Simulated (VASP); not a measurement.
**SnSe2 under changes of volume**

One of the cells (26.241 Å³/atom); the others are scaled copies at fixed shape and fractional positions:

```
Sn Se
1.0
     3.83624    0.00000    0.00000
    -1.91812    3.32228    0.00000
     0.00000    0.00000    6.17664
Sn Se
1 2
Direct
  0.00000 0.00000 0.00000
  0.66667 0.33333 0.75100
  0.33333 0.66667 0.24900
```

* Program: VASP 6.6.1
* Functional: PBE
* Potentials or basis: VASP PAW PBE potentials, release 64 (Sn_d, Se)
* Cutoff: 520 eV
* k mesh: 8 × 8 × 5
* Occupations: fermi-dirac, width 0.05 eV
* Spin: no spin polarisation

```csv
volume (Å³/atom),energy over the lowest point (meV/atom),pressure (GPa),gap on the mesh (eV),largest force (eV/Å)
24.182,113.90,11.5,0.88,1.493
24.697,80.52,9.3,0.86,1.245
25.212,53.72,7.4,0.83,1.015
26.241,17.29,4.1,0.78,0.609
26.755,?,?,?,?
27.270,0.00,1.4,0.72,0.262
```

Q: What does the run at 26.755 Å³/atom give?

A: Energy over the lowest point 6.50 meV/atom; pressure 2.6 GPa; gap on the mesh 0.75 eV; largest force 0.428 eV/Å.

Worked out: A Birch-Murnaghan fit of order 3 (a polynomial in V^(-2/3)) to the other rows has its minimum at 27.91 Å³/atom, just outside them, with B0 = V·E''(V) = 57 GPa and B' = 4.6 at fixed shape and positions, which overstates the stiffness. It gives 6.51 meV/atom at 26.755 Å³/atom, against the run's 6.50, and -dE/dV = 2.7 GPa, against 2.6. A straight line through the other rows of the gap, of slope -1.34 eV per unit of ln V, gives 0.75 eV, against the run's 0.75.

Energies are extrapolated to zero smearing.

Caveats: spin-orbit coupling is left out, which moves the levels of the heavy elements; an odd mesh through Γ misses points on the zone boundary, where band edges often lie; this functional lacks dispersion, which binds the layers, so the pressure and a relaxed spacing across them are unreliable; forces of over 1 eV/Å show positions far from the minimum, so gaps and moduli don't describe the material at rest (some runs).
